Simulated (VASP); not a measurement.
# Zn in VASP: reference runs

Aim: a first look at Zn with PBE, on the cell as given.

All numbers are computed with VASP 6.6.1; they aren't measurements. Logs are shortened: lines on timing, memory, paths and dates and some standing lists are left out, and cuts for length are marked.

**1. The cell of the first run**

The cell holds a slab with vacuum, 6 atoms: a = 2.665 Å, b = 2.665 Å, c = 27.367 Å, α = 90.00°, β = 90.00°, γ = 120.00°.

The slab is cut from a database's or a generator's crystal, which needn't be the stable form of the element.

**2. Single point, PBE (the (0 0 1) slab of Zn, cut from the database cell, not relaxed)**

INCAR

```
PREC = Accurate
ENCUT = 520
EDIFF = 1E-7
ISMEAR = -1
SIGMA = 0.05
LREAL = F
LASPH = T
NELM = 80
ALGO = Normal
ISIF = 2
LWAVE = F
LCHARG = F
LDIPOL = T
IDIPOL = 3
DIPOL = 0.5 0.5 0.500
GGA = PE
NBANDS = 45
```

KPOINTS

```
regular mesh
0
Gamma
  11 11 1
```

POSCAR

```
Zn
1.0
    2.6647980532      0.0000000000      0.0000000000
   -1.3323990266      2.3077828100      0.0000000000
    0.0000000000      0.0000000000     27.3667500000
Zn
6
Direct
    0.6666666667      0.3333333334      0.2740551947
    0.3333333333      0.6666666666      0.3644331168
    0.6666666667      0.3333333334      0.4548110389
    0.3333333333      0.6666666666      0.5451889611
    0.6666666667      0.3333333334      0.6355668832
    0.3333333333      0.6666666666      0.7259448053
```

Potentials or basis: VASP PAW PBE potentials, release 64 (Zn).

On the command line:

```console
> cat potpaw_PBE.64/Zn/POTCAR > POTCAR
> mpirun -np 1 vasp_std > vasp.out
```

OUTCAR:

```text
PREC = Accurate
   ENCUT = 520
   EDIFF = 1E-7
   ISMEAR = -1
   LREAL = F
   LASPH = T
   NELM = 80
   ISIF = 2
   GGA = PE

 ion  position               nearest neighbor table
   1  0.667  0.333  0.274-   2 2.91   2 2.91   2 2.91
   2  0.333  0.667  0.364-   3 2.91   3 2.91   1 2.91   1 2.91   3 2.91   1 2.91
   3  0.667  0.333  0.455-   2 2.91   2 2.91   2 2.91   4 2.91   4 2.91   4 2.91
   4  0.333  0.667  0.545-   5 2.91   5 2.91   5 2.91   3 2.91   3 2.91   3 2.91
   5  0.667  0.333  0.636-   4 2.91   4 2.91   6 2.91   6 2.91   4 2.91   6 2.91
   6  0.333  0.667  0.726-   5 2.91   5 2.91   5 2.91

  LATTYP: Found a hexagonal cell.
 ALAT       =     2.6647980532
 C/A-ratio  =    10.2697275567

  Lattice vectors:

 A1 = (   2.6647980532,   0.0000000000,   0.0000000000)
 A2 = (  -1.3323990266,   2.3077828100,   0.0000000000)
 A3 = (   0.0000000000,   0.0000000000,  27.3667500000)

Analysis of symmetry for initial positions (statically):
=====================================================================
 Subroutine PRICEL returns:
 Original cell was already a primitive cell.

 Routine SETGRP: Setting up the symmetry group for a
 hexagonal supercell.

 Subroutine GETGRP returns: Found 12 space group operations
 (whereof 12 operations were pure point group operations)
 out of a pool of 24 trial point group operations.

The static configuration has the point symmetry D_3d.

Analysis of symmetry for dynamics (positions and initial velocities):
=====================================================================
 Subroutine PRICEL returns:
 Original cell was already a primitive cell.

 Routine SETGRP: Setting up the symmetry group for a
 hexagonal supercell.

 Subroutine GETGRP returns: Found 12 space group operations
 (whereof 12 operations were pure point group operations)
 out of a pool of 24 trial point group operations.

The dynamic configuration has the point symmetry D_3d.

 Subroutine INISYM returns: Found 12 space group operations
 (whereof 12 operations are pure point group operations),
 and found     1 'primitive' translations

----------------------------------------------------------------------------------------

                                     Primitive cell

  volume of cell :     168.2994

  direct lattice vectors                    reciprocal lattice vectors
     2.664798053  0.000000000  0.000000000     0.375262958  0.216658170  0.000000000
    -1.332399027  2.307782810  0.000000000     0.000000000  0.433316340  0.000000000
[... 94 lines left out ...]
   PSTRESS=    0.0 pullay stress
   NELECT =      72.0000    total number of electrons
   NUPDOWN=      -1.0000    fix difference up-down
   EMIN   =  10.00;   EMAX   =-10.00  energy-range for DOS
   EFERMI =   0.00;   METHOD = LEGACY
   ISMEAR =    -1;   SIGMA  =   0.05  broadening in eV -4-tet -1-fermi 0-gaus
   EFERMI_NEDOS =   21; number of points for ismear=-14 and -15
   IALGO  =     38    algorithm
   IMIX   =      4    mixing-type and parameters
     AMIX     =   0.40;   BMIX     =  1.00
     AMIX_MAG =   1.60;   BMIX_MAG =  1.00
  volume/ion in A,a.u.               =      28.05       189.29
  Fermi-wavevector in a.u.,A,eV,Ry     =   1.233554  2.331079 20.703381  1.521656
  Thomas-Fermi vector in A             =   2.368280
   LORBIT       =      0    0 simple, 1 ext, 2 COOP (PROOUT), +10 PAW based schemes
   GGA     = PE    functional components
   LHFCALC =     F    Hartree Fock is set to
   AEXX    =    0.0000 exact exchange contribution
   IVDW    =     0    specifies the selected vdW correction
   LEPSILON=     F    determine dielectric tensor
   LRPA    =     F    only Hartree local field effects (RPA)
 non-spin polarized calculation
  energy-cutoff  :      520.00
  volume of cell :      168.30
 maximum number of plane-waves:      4597
 NGX is ok and might be reduce to    20
   NGX =  9   NGY =  9   NGZ =101

 dipolmoment           0.000000      0.000000     -0.000000 electrons x Angstroem

 number of electron      71.9999965 magnetization

 dipolmoment           0.000000      0.000000      0.000000 electrons x Angstroem

 Free energy of the ion-electron system (eV)
  ---------------------------------------------------
  ext. energy  EPLUGINS =         0.00000000
  ---------------------------------------------------
  free energy    TOTEN  =        -6.32261391 eV

  energy without entropy =       -6.29292809  energy(sigma->0) =       -6.30777100

 E-fermi :  -0.2821     XC(G=0):  -6.8616

 val. band max:       -0.3096996349   @ k =   0.2727   0.0000   0.0000
 cond. band min:      -0.2646215228   @ k =   0.3636   0.1818   0.0000
 fundamental gap:      0.0450781120
 Fermi energy:        -0.2820685572

 k-point     1 :       0.0000    0.0000    0.0000
  band No.  band energies     occupation
      1     -10.3699      2.00000
      2      -9.9597      2.00000
      3      -9.3653      2.00000
      4      -8.8826      2.00000
      5      -8.7244      2.00000
      6      -8.7057      2.00000
[... 757 lines left out ...]
     44       3.7256      0.00000
     45       4.1136      0.00000

------------------------ aborting loop because EDIFF is reached ----------------------------------------

 vacuum level on the upper side and lower side of the slab       (xc-potential included)        -0.118        -0.118

  FORCE on cell =-STRESS in cart. coord.  units (eV):
  Direction    XX          YY          ZZ          XY          YZ          ZX
  --------------------------------------------------------------------------------------
  -------------------------------------------------------------------------------------
  Total       -0.9702405     -0.9702405     -0.1447492      0.0000000      0.0000000      0.0000000
  in kB       -9.2365017     -9.2365017     -1.3779842      0.0000000      0.0000000      0.0000000
  external PRESSURE =      -6.6169958 kB  Pullay stress =       0.0000000 kB

 VOLUME and BASIS-vectors are now :
 -----------------------------------------------------------------------------
  energy-cutoff  :      520.00
  volume of cell :      168.30
      direct lattice vectors                 reciprocal lattice vectors
     2.664798053  0.000000000  0.000000000     0.375262958  0.216658170  0.000000000
    -1.332399027  2.307782810  0.000000000     0.000000000  0.433316340  0.000000000
     0.000000000  0.000000000 27.366750000     0.000000000  0.000000000  0.036540693

 POSITION                                       TOTAL-FORCE (eV/Angst)
 -----------------------------------------------------------------------------------
      1.33240      0.76926      7.50000         0.000000      0.000000     -0.034155
     -0.00000      1.53852      9.97335         0.000000     -0.000000      0.102197
      1.33240      0.76926     12.44670         0.000000      0.000000     -0.070430
     -0.00000      1.53852     14.92005        -0.000000     -0.000000      0.070430
      1.33240      0.76926     17.39340         0.000000      0.000000     -0.102197
     -0.00000      1.53852     19.86675        -0.000000      0.000000      0.034155
 -----------------------------------------------------------------------------------
    total drift:                                0.000000     -0.000000     -0.000000

  FREE ENERGIE OF THE ION-ELECTRON SYSTEM (eV)
  ---------------------------------------------------
  free  energy   TOTEN  =        -6.3226139136 eV

  energy  without entropy=       -6.2929280945  energy(sigma->0) =       -6.30777100

 vacuum level on the upper side and lower side of the slab         3.796         3.796
```

OSZICAR:

```text
N       E                     dE             d eps       ncg     rms          rms(c)
DAV:   1     0.501307670180E+03    0.50131E+03   -0.35627E+04  1440   0.210E+03
DAV:   2     0.403543860009E+02   -0.46095E+03   -0.45009E+03  1440   0.444E+02
DAV:   3    -0.590739059123E+01   -0.46262E+02   -0.45902E+02  1559   0.151E+02
DAV:   4    -0.690576192612E+01   -0.99837E+00   -0.99578E+00  1576   0.238E+01
[... 15 lines left out ...]
DAV:  20    -0.632260831031E+01   -0.28594E-05   -0.90629E-08   953   0.290E-03    0.320E-04
DAV:  21    -0.632261239544E+01   -0.40851E-05   -0.54277E-08   946   0.378E-03    0.334E-04
DAV:  22    -0.632261326482E+01   -0.86938E-06   -0.12036E-08   933   0.117E-03    0.189E-04
DAV:  23    -0.632261387081E+01   -0.60599E-06   -0.16685E-08   913   0.177E-03    0.687E-05
DAV:  24    -0.632261391363E+01   -0.42826E-07   -0.10685E-09   889   0.372E-04
   1 F= -.63226139E+01 E0= -.63077710E+01  d E =-.296858E-01
```

stdout:

```text
POSCAR found type information on POSCAR Zn
 POSCAR found :  1 types and       6 ions
 scaLAPACK will be used
 LDA part: xc-table for (Slater+PW92), standard interpolation
 POSCAR, INCAR and KPOINTS ok, starting setup
 FFT: planning ... GRIDC
 FFT: planning ... GRID_SOFT
 FFT: planning ... GRID
 WAVECAR not read
 entering main loop
```

Wall time 2.1 min (1 thread of AMD EPYC 9R45 (Zen 5), shared host); peak memory 0.27 GiB.

What came out:

- Free energy: -6.3226 eV
- Largest force: 0.102 eV/Å
- Band gap on the k mesh: none (metal or under the smearing width)

Forces on the atoms (eV/Å):
```
Zn   0.000  0.000 -0.034
Zn   0.000  0.000  0.102
Zn   0.000  0.000 -0.070
Zn   0.000  0.000  0.070
Zn   0.000  0.000 -0.102
Zn   0.000  0.000  0.034
```
